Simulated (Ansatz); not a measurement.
# Germanium, diamond under LDA: how the plane-wave cutoff moves the result, part 2 of 2

How high must the plane-wave cutoff be for energy and pressure to settle? The geometry was relaxed under LDA beforehand and stays fixed; 9 values are run, from 150 to 800 eV. Wanted are the values from which on the energy stays within 10 and 1 meV/atom, and the pressure within 0.5 GPa, of the last run. Within the series other settings stay, but some runs also write fields, which adds to their time. Spin polarisation is left out.

Ansatz 0.2.0; DFT LDA, plane waves with PAW, scalar-relativistic.

**7. Cutoff 350 eV**

The run at 350 eV.

Input file input.yaml:

```yaml
crystal:
  lattice:
    - [0.0, 2.8147752533, 2.8147752533]
    - [2.8147752533, 0.0, 2.8147752533]
    - [2.8147752533, 2.8147752533, 0.0]
  atoms:
    - { symbol: Ge, position: [0.5, 0.5, 0.5] }
    - { symbol: Ge, position: [0.75, 0.75, 0.75] }
hamiltonian:
  xc: lda
  pseudopotentials:
    kind: paw
    azcp:
      Ge: "pseudopotentials/Ge.paw.azcp"
basis:
  ecutwfc: 350
  fft_grid_basis: typed
kpoints:
  mp_grid: { grid: [10, 10, 10], shift: [0, 0, 0] }
magnetization:
  spin_polarized: false
scf:
  occupations: { method: fermi_dirac, width: 0.05 }
  lower_state_search: "off"
output:
  stress: true
  write_density: true
  write_potential: true
  elf: true
  volumetric_format: npy
```

Launch:

```console
$ ansatz run input.yaml --threads 2 --pin off --max-ram 5120MiB --backend cpu --events-out ev --progress --plain --runs-dir out
```

The program printed, shortened:

```text
Warning: basis.ecutwfc = 350 eV is below the records' recommended 420 eV, and the density's cutoff is lower with it unless basis.ecutrho_ratio is high enough to keep the records' density cutoff: compare with a run at a higher cutoff
Warning: <dir> the record states the generating functional pbe (its physics header spells it `PBE`), which answers neither for hamiltonian.xc's functional nor for the lda family's — results may be inconsistent (PPs are generated against a specific XC)
Warning: RAYON_NUM_THREADS=2 ignored (pool sized by the plan → 2); use --threads N
[...]
Pseudopotentials: kind: paw
Pseudopotential: Ge, paw, valence charge 14, recommended cutoff 420 eV (normal), <dir>
Functional definition: SPW92
[...]
Crystal: 2 atoms, lattice volume = 44.603 Å³
Basis set: ecut = 350 eV, 645 PW (Γ)
Bands: 18, of which v1, the nominal top of the filled ones, is band 14 counted from 1 (13 counted from 0)
Symmetry: 48 space group operations
Space group: Fd-3m (ITA 227), of the structure as read, at distance tolerance 3.5e-5 Å
k-points: 47 of 1000
[...]
SCF iter   1: F=—  HF=-8431.422776 eV  |F-HF|=—  |Δ(HF+E_count)|=         —  Δρ=4.91e-3  dr2=4.28e-3  ethr=1.77e-3  ⟨swp⟩=6.0  Hψ=4008  notcnv=0
[...]
SCF iter   7: F=-8431.420119 eV  HF=-8431.420120 eV  |F-HF|=9.06e-8  |Δ(HF+E_count)|=   1.57e-8  Δρ=1.21e-5  dr2=8.08e-8  ethr=3.57e-10  ⟨swp⟩=5.7  Hψ=4757  notcnv=0
[...]
SCF converged after 7 iterations
Free energy (F): -8431.420119 eV
[...]
E sigma→0 (E₀):  -8431.419782 eV
Entropy (-TS):   -0.000675 eV (-0.338 meV/atom)
Fermi energy:    8.466553 eV
[...]
--- Stress (GPa, compression-positive) ---
       -0.232479      -0.000000       0.000000
        0.000000      -0.232479       0.000000
       -0.000000       0.000000      -0.232479
  P = ⅓ Tr σ = -0.2325 GPa (-2.325 kbar)
--- Band table (eV; the first three rows and the last of 47) ---
  k-point 0: bands = ["-16.5028", "-16.5028", "-16.5028", "-16.4655", "-16.4655", "-16.2457", "-16.2457", "-16.2457", "-16.2324", "-16.2324", "-4.4723", "8.4075", "8.4615", "8.4615", "8.4615", "10.9964", "10.9964", "10.9964"]
[...]
```

Wall time 1.2 s (2 threads of Arm Neoverse V1, shared host); peak memory 0.3 GiB.

**8. Cutoff 420 eV**

The run at 420 eV.

input.yaml: that of step 7 with these lines changed.

```diff
@@ -15,3 +15,3 @@
 basis:
-  ecutwfc: 350
+  ecutwfc: 420
   fft_grid_basis: typed
```

Launch:

```console
$ ansatz run input.yaml --threads 2 --pin off --max-ram 5120MiB --backend cpu --events-out ev --progress --plain --runs-dir out
```

The program printed, shortened:

```text
Warning: <dir> the record states the generating functional pbe (its physics header spells it `PBE`), which answers neither for hamiltonian.xc's functional nor for the lda family's — results may be inconsistent (PPs are generated against a specific XC)
Warning: RAYON_NUM_THREADS=2 ignored (pool sized by the plan → 2); use --threads N
[...]
[... 3 set-up lines as earlier in the session ...]
[...]
Crystal: 2 atoms, lattice volume = 44.603 Å³
Basis set: ecut = 420 eV, 893 PW (Γ)
Bands: 18, of which v1, the nominal top of the filled ones, is band 14 counted from 1 (13 counted from 0)
[... 2 set-up lines as earlier in the session ...]
k-points: 47 of 1000
[...]
SCF iter   1: F=—  HF=-8431.438966 eV  |F-HF|=—  |Δ(HF+E_count)|=         —  Δρ=4.92e-3  dr2=4.27e-3  ethr=1.77e-3  ⟨swp⟩=6.0  Hψ=4032  notcnv=0
[...]
SCF iter   8: F=-8431.436865 eV  HF=-8431.436865 eV  |F-HF|=1.93e-8  |Δ(HF+E_count)|=   2.63e-7  Δρ=5.83e-6  dr2=7.83e-9  ethr=3.57e-10  ⟨swp⟩=7.0  Hψ=5002  notcnv=0
[...]
SCF converged after 8 iterations
Free energy (F): -8431.436865 eV
[...]
E sigma→0 (E₀):  -8431.436528 eV
Entropy (-TS):   -0.000676 eV (-0.338 meV/atom)
Fermi energy:    8.465644 eV
[...]
--- Stress (GPa, compression-positive) ---
       -0.282282      -0.000000       0.000000
       -0.000000      -0.282282       0.000000
       -0.000000      -0.000000      -0.282282
  P = ⅓ Tr σ = -0.2823 GPa (-2.823 kbar)
--- Band table (eV; the first three rows and the last of 47) ---
  k-point 0: bands = ["-16.4844", "-16.4844", "-16.4844", "-16.4468", "-16.4468", "-16.2272", "-16.2272", "-16.2272", "-16.2133", "-16.2133", "-4.4722", "8.4072", "8.4605", "8.4605", "8.4605", "10.9945", "10.9945", "10.9945"]
[...]
```

It took 1.6 s on 2 threads of Arm Neoverse V1, shared host; peak memory 0.31 GiB.

**9. Cutoff 500 eV**

The run at 500 eV.

input.yaml: that of step 8 with these lines changed.

```diff
@@ -15,3 +15,3 @@
 basis:
-  ecutwfc: 420
+  ecutwfc: 500
   fft_grid_basis: typed
@@ -26,5 +26 @@
   stress: true
-  write_density: true
-  write_potential: true
-  elf: true
-  volumetric_format: npy
```

Launch:

```console
$ ansatz run input.yaml --threads 2 --pin off --max-ram 5120MiB --backend cpu --events-out ev --progress --plain --runs-dir out
```

The program printed, shortened:

```text
Warning: <dir> the record states the generating functional pbe (its physics header spells it `PBE`), which answers neither for hamiltonian.xc's functional nor for the lda family's — results may be inconsistent (PPs are generated against a specific XC)
Warning: RAYON_NUM_THREADS=2 ignored (pool sized by the plan → 2); use --threads N
[...]
[... 3 set-up lines as earlier in the session ...]
[...]
Crystal: 2 atoms, lattice volume = 44.603 Å³
Basis set: ecut = 500 eV, 1139 PW (Γ)
Bands: 18, of which v1, the nominal top of the filled ones, is band 14 counted from 1 (13 counted from 0)
[... 2 set-up lines as earlier in the session ...]
k-points: 47 of 1000
[...]
SCF iter   1: F=—  HF=-8431.441420 eV  |F-HF|=—  |Δ(HF+E_count)|=         —  Δρ=4.91e-3  dr2=4.30e-3  ethr=1.77e-3  ⟨swp⟩=6.0  Hψ=4046  notcnv=0
[...]
SCF iter   8: F=-8431.439114 eV  HF=-8431.439114 eV  |F-HF|=2.18e-11  |Δ(HF+E_count)|=   6.71e-8  Δρ=4.13e-7  dr2=1.11e-10  ethr=2.35e-10  ⟨swp⟩=4.0  Hψ=2951  notcnv=0
[...]
SCF converged after 8 iterations
Free energy (F): -8431.439114 eV
[...]
E sigma→0 (E₀):  -8431.438776 eV
Entropy (-TS):   -0.000676 eV (-0.338 meV/atom)
Fermi energy:    8.465241 eV
[...]
--- Stress (GPa, compression-positive) ---
       -0.281857       0.000000      -0.000000
        0.000000      -0.281857      -0.000000
       -0.000000      -0.000000      -0.281857
  P = ⅓ Tr σ = -0.2819 GPa (-2.819 kbar)
```

It took 1.7 s on 2 threads of Arm Neoverse V1, shared host; peak memory 0.32 GiB.

**10. Cutoff 600 eV**

The run at 600 eV.

input.yaml: that of step 9 with these lines changed.

```diff
@@ -15,3 +15,3 @@
 basis:
-  ecutwfc: 500
+  ecutwfc: 600
   fft_grid_basis: typed
```

Launch:

```console
$ ansatz run input.yaml --threads 2 --pin off --max-ram 5120MiB --backend cpu --events-out ev --progress --plain --runs-dir out
```

The program printed, shortened:

```text
Warning: <dir> the record states the generating functional pbe (its physics header spells it `PBE`), which answers neither for hamiltonian.xc's functional nor for the lda family's — results may be inconsistent (PPs are generated against a specific XC)
Warning: RAYON_NUM_THREADS=2 ignored (pool sized by the plan → 2); use --threads N
[...]
[... 3 set-up lines as earlier in the session ...]
[...]
Crystal: 2 atoms, lattice volume = 44.603 Å³
Basis set: ecut = 600 eV, 1459 PW (Γ)
Bands: 18, of which v1, the nominal top of the filled ones, is band 14 counted from 1 (13 counted from 0)
[... 2 set-up lines as earlier in the session ...]
k-points: 47 of 1000
[...]
SCF iter   1: F=—  HF=-8431.442118 eV  |F-HF|=—  |Δ(HF+E_count)|=         —  Δρ=4.90e-3  dr2=4.31e-3  ethr=1.77e-3  ⟨swp⟩=6.0  Hψ=4060  notcnv=0
[...]
SCF iter   8: F=-8431.439716 eV  HF=-8431.439716 eV  |F-HF|=3.00e-9  |Δ(HF+E_count)|=   7.11e-8  Δρ=2.12e-6  dr2=1.43e-9  ethr=3.08e-10  ⟨swp⟩=4.0  Hψ=2921  notcnv=0
[...]
SCF converged after 8 iterations
Free energy (F): -8431.439716 eV
[...]
E sigma→0 (E₀):  -8431.439378 eV
Entropy (-TS):   -0.000676 eV (-0.338 meV/atom)
Fermi energy:    8.465181 eV
[...]
--- Stress (GPa, compression-positive) ---
       -0.281042      -0.000000      -0.000000
       -0.000000      -0.281042      -0.000000
        0.000000      -0.000000      -0.281042
  P = ⅓ Tr σ = -0.2810 GPa (-2.810 kbar)
```

It took 2.4 s on 2 threads of Arm Neoverse V1, shared host; peak memory 0.34 GiB.

**11. Cutoff 800 eV**

The run at 800 eV.

input.yaml: that of step 10 with these lines changed.

```diff
@@ -15,3 +15,3 @@
 basis:
-  ecutwfc: 600
+  ecutwfc: 800
   fft_grid_basis: typed
@@ -26 +26,5 @@
   stress: true
+  write_density: true
+  write_potential: true
+  elf: true
+  volumetric_format: npy
```

Launch:

```console
$ ansatz run input.yaml --threads 2 --pin off --max-ram 5120MiB --backend cpu --events-out ev --progress --plain --runs-dir out
```

The program printed, shortened:

```text
Warning: <dir> the record states the generating functional pbe (its physics header spells it `PBE`), which answers neither for hamiltonian.xc's functional nor for the lda family's — results may be inconsistent (PPs are generated against a specific XC)
Warning: RAYON_NUM_THREADS=2 ignored (pool sized by the plan → 2); use --threads N
[...]
[... 3 set-up lines as earlier in the session ...]
[...]
Crystal: 2 atoms, lattice volume = 44.603 Å³
Basis set: ecut = 800 eV, 2277 PW (Γ)
Bands: 18, of which v1, the nominal top of the filled ones, is band 14 counted from 1 (13 counted from 0)
[... 2 set-up lines as earlier in the session ...]
k-points: 47 of 1000
[...]
SCF iter   1: F=—  HF=-8431.442860 eV  |F-HF|=—  |Δ(HF+E_count)|=         —  Δρ=5.04e-3  dr2=4.41e-3  ethr=1.77e-3  ⟨swp⟩=6.0  Hψ=4079  notcnv=0
[...]
SCF iter   8: F=-8431.440733 eV  HF=-8431.440733 eV  |F-HF|=1.06e-9  |Δ(HF+E_count)|=   8.85e-8  Δρ=1.28e-6  dr2=4.86e-10  ethr=3.29e-10  ⟨swp⟩=7.7  Hψ=5322  notcnv=0
[...]
SCF converged after 8 iterations
Free energy (F): -8431.440733 eV
[...]
E sigma→0 (E₀):  -8431.440395 eV
Entropy (-TS):   -0.000676 eV (-0.338 meV/atom)
Fermi energy:    8.465463 eV
[...]
--- Stress (GPa, compression-positive) ---
       -0.282954      -0.000000       0.000000
        0.000000      -0.282954       0.000000
       -0.000000      -0.000000      -0.282954
  P = ⅓ Tr σ = -0.2830 GPa (-2.830 kbar)
--- Band table (eV; the first three rows and the last of 47) ---
  k-point 0: bands = ["-16.4889", "-16.4889", "-16.4889", "-16.4513", "-16.4513", "-16.2318", "-16.2318", "-16.2318", "-16.2179", "-16.2179", "-4.4721", "8.4070", "8.4604", "8.4604", "8.4604", "10.9943", "10.9943", "10.9943"]
[...]
```

Run time: 4.3 s. Hardware: 2 threads of Arm Neoverse V1, shared host; peak memory 0.38 GiB.

**12. All values side by side**

Differences are taken from the run at 800 eV.

| cutoff (eV) | plane waves at Γ | E(σ → 0) (meV/atom) | P (GPa) | SCF cycles | CPU time |
| --- | --- | --- | --- | --- | --- |
| 150 | 169 | 47468.84 | -10.18 | 9 | 1 s |
| 200 | 283 | 8450.35 | -2.73 | 7 | 1 s |
| 250 | 411 | 1216.33 | 0.42 | 7 | 1.2 s |
| 300 | 531 | 129.95 | -0.41 | 7 | 1.9 s |
| 350 | 645 | 10.31 | -0.23 | 7 | 2.2 s |
| 420 | 893 | 1.93 | -0.28 | 8 | 3 s |
| 500 | 1139 | 0.81 | -0.28 | 8 | 3.2 s |
| 600 | 1459 | 0.51 | -0.28 | 8 | 4.5 s |
| 800 | 2277 | 0.00 | -0.28 | 8 | 8.1 s |

**13. Summary of results**

This closing draws on all 2 parts.

| quantity | value |
| --- | --- |
| E(σ → 0) stays within 10 meV/atom of 800 eV | from 420 eV on |
| E(σ → 0) stays within 1 meV/atom | from 500 eV on |
| pressure stays within 0.5 GPa | from 300 eV on |
| pressure at 800 eV | -0.28 GPa |
| CPU time, dearest over cheapest | 8.1 |
| run at the usual settings (mesh 9×9×9 against the series' 10×10×10, 420 eV) | +3.4 meV/atom from 800 eV, -0.28 GPa |

At 150 eV the energy differs by +47469 meV/atom and the pressure by -9.9 GPa. Each step up in cutoff lowers the energy. Total energies within 1 meV/atom need 500 eV; differences between like structures often settle sooner.
